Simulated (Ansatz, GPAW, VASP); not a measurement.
One calculation of PbSe, 3 ways

```
Pb Se
1.0
     0.00000    3.06065    3.06065
     3.06065    0.00000    3.06065
     3.06065    3.06065    0.00000
Pb Se
1 1
Direct
  0.00000 0.00000 0.00000
  0.50000 0.50000 0.50000
```

Alike in all runs: task single point; functional PBE; k mesh 8 × 8 × 8; occupations gaussian, width 0.029 eV; no spin polarisation; no spin-orbit coupling. Pressure is positive in compression and, in plane waves, holds the error of the finite cutoff.

| program and potentials | plane-wave cutoff (eV) | notes | band gap (eV) | pressure (GPa) |
| --- | --- | --- | --- | --- |
| GPAW, GPAW PAW data sets (gpaw-data 1.2.1) | 600 | - | 0.24 | 2.22 |
| Ansatz, all-electron LAPW, scalar-relativistic | - | - | 0.28 | 2.43 |
| VASP, PBE PAW files Pb_d, Se, 520 eV | 520 | - | 0.29 | 2.41 |

The band gap spans 0.24 (GPAW, GPAW PAW data sets (gpaw-data 1.2.1)) to 0.29 eV (VASP, PBE PAW files Pb_d, Se, 520 eV), with all-electron results at 0.28. The pressure spans 2.22 (GPAW, GPAW PAW data sets (gpaw-data 1.2.1)) to 2.43 GPa (Ansatz, all-electron LAPW, scalar-relativistic), with all-electron results at 2.43. Spin-orbit coupling, left out here, moves the band edges of heavy atoms.

Differences between rows come from potentials, basis sets and numerical settings, since the functional is the same but for its coding. Runs on potential files found faulty are left out.

All three calculations give PbSe a small gap and place this cell under compression. The positive pressure means that PBE favours a larger volume, in line with its usual underbinding of heavy-element solids. VASP stays close to the all-electron values, while GPAW is lowest in both gap and pressure, probably because of its Pb or Se data set.

The narrow gap is typical of the lead salts. Near L, the valence edge is Se 4p pushed upwards by antibonding mixing with the Pb 6s lone-pair states, while the conduction edge is mainly Pb 6p. Compression strengthens the s-p repulsion and narrows the gap, so relaxing the cell would be expected to widen it. Spin-orbit coupling acts the other way, lowering the Pb 6p edge by an amount comparable to the gap itself. A value near the measured gap therefore probably reflects cancellation between this missing shift and the semilocal underestimate. The agreement between codes supports the scalar-relativistic PBE result, but not the band ordering at L in the real material.
